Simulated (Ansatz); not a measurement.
# Where the states of Ga lie

```cif
data_structure
_symmetry_space_group_name_H-M 'Pm-3m'
_symmetry_Int_Tables_number 221
_cell_length_a 2.7173
_cell_length_b 2.7173
_cell_length_c 2.7173
_cell_angle_alpha 90.000
_cell_angle_beta 90.000
_cell_angle_gamma 90.000
_cell_volume 20.06
loop_
_atom_site_label
_atom_site_type_symbol
_atom_site_symmetry_multiplicity
_atom_site_Wyckoff_symbol
_atom_site_fract_x
_atom_site_fract_y
_atom_site_fract_z
_atom_site_occupancy
Ga1 Ga 1 a 0.00000 0.00000 0.00000 1
```

The runs use the primitive cell with vectors (2.717, 0.000, 0.000), (0.000, 2.717, 0.000), (0.000, 0.000, 2.717) Å, to which the k mesh refers.

The cell was built from the sc type and relaxed in the same program, and has space group Pm-3m; it needn't be a known or the stable phase.

The calculation used Ansatz 0.2.0, DFT, PBE, all-electron LAPW, scalar-relativistic.

The runs use a Γ-centred 16×16×16 k mesh, Fermi–Dirac smearing of 0.08 eV, basis error target 0.5 meV/atom, no spin polarisation.

States per eV and cell, averaged over 0.6 eV, from -10.6 to 6.0 eV, with energies (bin centres) from the Fermi level; empty bins are left out. 

```json
{"E (eV)": "-10.4", "total": "0.04"}
{"E (eV)": "-9.8", "total": "0.12"}
{"E (eV)": "-9.2", "total": "0.16"}
{"E (eV)": "-8.6", "total": "0.19"}
{"E (eV)": "-8.0", "total": "0.22"}
{"E (eV)": "-7.4", "total": "0.25"}
{"E (eV)": "-6.8", "total": "0.29"}
{"E (eV)": "-6.2", "total": "0.35"}
{"E (eV)": "-5.6", "total": "0.33"}
{"E (eV)": "-5.0", "total": "0.29"}
{"E (eV)": "-4.4", "total": "0.25"}
{"E (eV)": "-3.8", "total": "0.26"}
{"E (eV)": "-3.2", "total": "0.31"}
{"E (eV)": "-2.6", "total": "0.34"}
{"E (eV)": "-2.0", "total": "0.36"}
{"E (eV)": "-1.4", "total": "0.38"}
{"E (eV)": "-0.8", "total": "0.48"}
{"E (eV)": "-0.2", "total": "0.48"}
{"E (eV)": "0.4", "total": "0.46"}
{"E (eV)": "1.0", "total": "0.44"}
{"E (eV)": "1.6", "total": "0.44"}
{"E (eV)": "2.2", "total": "0.42"}
{"E (eV)": "2.8", "total": "0.47"}
{"E (eV)": "3.4", "total": "0.41"}
{"E (eV)": "4.0", "total": "0.38"}
{"E (eV)": "4.6", "total": "0.36"}
{"E (eV)": "5.2", "total": "0.41"}
{"E (eV)": "5.8", "total": "0.51"}
```
